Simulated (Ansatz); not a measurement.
# Si2W: the cost of one run

Computed with Ansatz 0.2.0 (DFT PBE, scalar-relativistic, plane waves, PAW, unless a step's input says otherwise).

### 1 Starting point

Symmetry: P-3m1, No. 164, trigonal system. The conventional cell has a = 2.952 Å, b = 2.952 Å, c = 5.853 Å, α = 90.00°, β = 90.00°, γ = 120.00°. Around Si (site symmetry 3m) lie 3 W at 2.58 Å and 3 Si at 2.62 Å. W (site symmetry -3m) has 6 Si at 2.58 Å and 6 W at 2.95 Å in its first shell of neighbours.

Structure file:

```
Si W
1.0
     2.95236    0.00000    0.00000
    -1.47618    2.55682    0.00000
     0.00000    0.00000    5.85346
Si W
2 1
Direct
  0.66667 0.33333 0.66964
  0.33333 0.66667 0.33036
  0.00000 0.00000 0.00000
```

The cell was relaxed beforehand at this level, from a generated guess; it needn't be the stable form of this composition. At a tolerance of 0.05 Å it has space group P-3m1 (No. 164); it has 14.73 Å³/atom, an uncorrected energy of +0.11 eV/atom over the elements.

### 2 Electronic structure at the relaxed geometry

input.yaml

```yaml
crystal:
  lattice:
    - [2.9523570846, 0.0, 0.0]
    - [-1.4761785423, 2.5568162363, 0.0]
    - [0.0, 0.0, 5.8534573765]
  atoms:
    - { symbol: Si, position: [0.6666666667, 0.3333333333, 0.6696370143] }
    - { symbol: Si, position: [0.3333333333, 0.6666666667, 0.3303629857] }
    - { symbol: W, position: [0.0, 0.0, 0.0] }
basis:
  ecutwfc: 420
kpoints:
  mp_grid: { grid: [18, 18, 8] }
  band_path:
    path:
      - [[0.0, 0.0, 0.0], [0.5, 0.0, 0.0], [0.33333333, 0.33333333, 0.0], [0.0, 0.0, 0.0], [0.0, 0.0, 0.5], [0.5, 0.0, 0.5], [0.33333333, 0.33333333, 0.5], [0.0, 0.0, 0.5]]
      - [[0.5, 0.0, 0.5], [0.5, 0.0, 0.0]]
      - [[0.33333333, 0.33333333, 0.5], [0.33333333, 0.33333333, 0.0]]
    npoints: 14
hamiltonian:
  xc: pbe
scf:
  occupations: { method: gaussian, width: 0.1 }
  n_extra_bands: 7
output:
  forces: true
  stress: true
  eigenvalues: true
  populations: true
  dos: { projected: true, de: 0.02, nscf_kmesh: { grid: [22, 22, 10] } }
  bader: true
  write_density: true
  write_potential: true
  elf: true
  volumetric_format: npy
```

Run with:

```console
> ansatz run input.yaml --threads 1 --pin off --max-ram 2560MiB --backend cpu --events-out ev --progress --plain --runs-dir out
```

**Question.** How long does this run take on 1 thread of Intel Xeon at 2.50GHz (Skylake/Cascade Lake), shared host, and how much memory does it need?

About 1.9 min, with a peak of 0.53 GiB.
